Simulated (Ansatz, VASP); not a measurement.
## One calculation of Hf, two programs

File INCAR:

```
ALGO = Normal
EDIFF = 1E-7
ENCUT = 520
ISIF = 2
ISMEAR = -1
LASPH = True
LCHARG = False
LREAL = False
LWAVE = False
NBANDS = 17
NELM = 80
PREC = Accurate
SIGMA = 0.1
```

File KPOINTS:

```
k-points
0
Gamma
  10 10 10
```

The input POSCAR:

```
Hf
1.0
    0.0000000000      3.2326768604      3.2326768604
    3.2326768604      0.0000000000      3.2326768604
    3.2326768604      3.2326768604      0.0000000000
Hf
2
Direct
    0.1250000000      0.1250000000      0.1250000000
    0.8750000000      0.8750000000      0.8750000000
```

Input for Ansatz:

```yaml
crystal:
  lattice:
    - [0.0, 3.2326768604, 3.2326768604]
    - [3.2326768604, 0.0, 3.2326768604]
    - [3.2326768604, 3.2326768604, 0.0]
  atoms:
    - { symbol: Hf, position: [0.125, 0.125, 0.125] }
    - { symbol: Hf, position: [0.875, 0.875, 0.875] }
hamiltonian:
  xc: lda
  pseudopotentials:
    kind: paw
    azcp:
      Hf: "pseudopotentials/Hf.paw.azcp"
basis:
  ecutwfc: 420
  fft_grid_basis: typed
kpoints:
  mp_grid: { grid: [10, 10, 10], shift: [0, 0, 0] }
magnetization:
  spin_polarized: false
scf:
  occupations: { method: fermi_dirac, width: 0.1 }
  lower_state_search: "off"
output:
  stress: true
```

Alike in both runs: task single point; functional LDA; k mesh 10 × 10 × 10; occupations fermi-dirac, width 0.1 eV; no spin polarisation.

|  | VASP | Ansatz |
| --- | --- | --- |
| version | VASP 6.6.1 | Ansatz 0.2.0 |
| potentials or method | VASP PAW LDA potentials, release 64 (Hf_pv) | plane waves (420 eV) with PAW, scalar-relativistic |
| plane-wave cutoff (eV) | 520 | 420 |
| valence electrons in the cell | 20 | 52 |

|  | VASP | Ansatz | Ansatz less VASP |
| --- | --- | --- | --- |
| pressure (GPa) | -3.2 | -3.1 | +0.19 |

The two sets of potentials don't hold the same shells in valence. Ansatz warned: «pseudo_functional_mismatch».

The runs have no spin-orbit coupling, so splittings on Hf are missing.
